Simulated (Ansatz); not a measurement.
**C under changes of volume**

One of the cells (5.672 Å³/atom); the others are scaled copies at fixed shape and fractional positions:

```xyz
2
Lattice="0.0000 1.7834 1.7834 1.7834 0.0000 1.7834 1.7834 1.7834 0.0000" Properties=species:S:1:pos:R:3 pbc="T T T"
C     2.6751    2.6751    2.6751
C     1.7834    1.7834    1.7834
```

This isn't the form of C at room conditions, which is graphite.

| Quantity | Value |
| --- | --- |
| Program | Ansatz 0.2.0 |
| Functional | PBE |
| Potentials or basis | JTH PAW |
| Cutoff | 780 eV (not typed: the program's choice for these potentials) |
| k mesh | 13 × 13 × 13 |
| Occupations | fermi-dirac, width 0.05 eV |
| Spin | no spin polarisation |

```csv
volume (Å³/atom),energy over the lowest point (meV/atom),pressure (GPa),gap on the mesh (eV)
5.332,?,?,?
5.445,14.83,20.4,4.23
5.558,4.00,10.3,4.18
5.672,0.00,1.1,4.14
5.785,2.22,-7.2,4.10
5.899,10.07,-14.9,4.05
6.012,23.08,-21.8,4.02
```

What does the run at 5.332 Å³/atom give?

Energy over the lowest point 33.14 meV/atom; pressure 31.5 GPa; gap on the mesh 4.27 eV.

Worked out: A Birch-Murnaghan fit of order 3 (a polynomial in V^(-2/3)) to the other rows has its minimum at 5.69 Å³/atom with B0 = V·E''(V) = 434 GPa and B' = 3.7. It gives 33.09 meV/atom at 5.332 Å³/atom, against the run's 33.14, and -dE/dV = 31.5 GPa, against 31.5. A straight line through the other rows of the gap, of slope -2.13 eV per unit of ln V, extrapolates to 4.27 eV, against the run's 4.27.

Energies are extrapolated to zero smearing.

Caveats: odd divisions of the mesh miss points on the zone boundary, where band edges often lie, so the gap on the mesh can be too wide.

A mesh can miss the band edges.
